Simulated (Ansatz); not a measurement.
The system is Al2O3.

```
Al O
1.0
     4.61378    0.00000    0.00000
     0.00000    9.56328    0.00000
     0.00000    0.00000    3.11986
Al O
4 6
Direct
  0.98298 0.82457 0.00000
  0.01702 0.17543 0.00000
  0.48297 0.67543 0.50000
  0.51702 0.32457 0.50000
  0.50000 0.50000 0.50000
  0.12363 0.75305 0.50000
  0.37637 0.25305 0.00000
  0.62364 0.74695 0.00000
  0.00000 0.00000 0.00000
  0.87636 0.24695 0.50000
```

Measurements of this composition are mostly on another form, of space group No. 167.

Base run:

* Program: Ansatz 0.2.0
* Functional: r2SCAN
* Potentials or basis: Ansatz PAW
* Cutoff: 500 eV
* Density cutoff: 2000 eV
* k mesh: 6 × 3 × 9
* Occupations: fermi-dirac, width 0.05 eV
* Spin: no spin polarisation

Its results: band gap on the k mesh 4.12 eV, direct; pressure -4.1 GPa; largest force 0.209 eV/Å.

**Question.** The run is repeated on the same cell with these changes: functional from r2SCAN to PBEsol; cutoff from 500 eV to 420 eV; density cutoff from 2000 eV to 1680 eV. What comes out?

**Answer.** Band gap on the k mesh 3.43 eV, direct; pressure -2.6 GPa; largest force 0.173 eV/Å.

r2SCAN gives the wider gap, since meta-GGAs in the generalised Kohn-Sham scheme recover part of the derivative discontinuity.

Caveats: the PAW data sets come from PBE, with cores solved anew for the run's functional, which leaves a small shift of forces and pressure.

Not every run made on this cell is shown here.
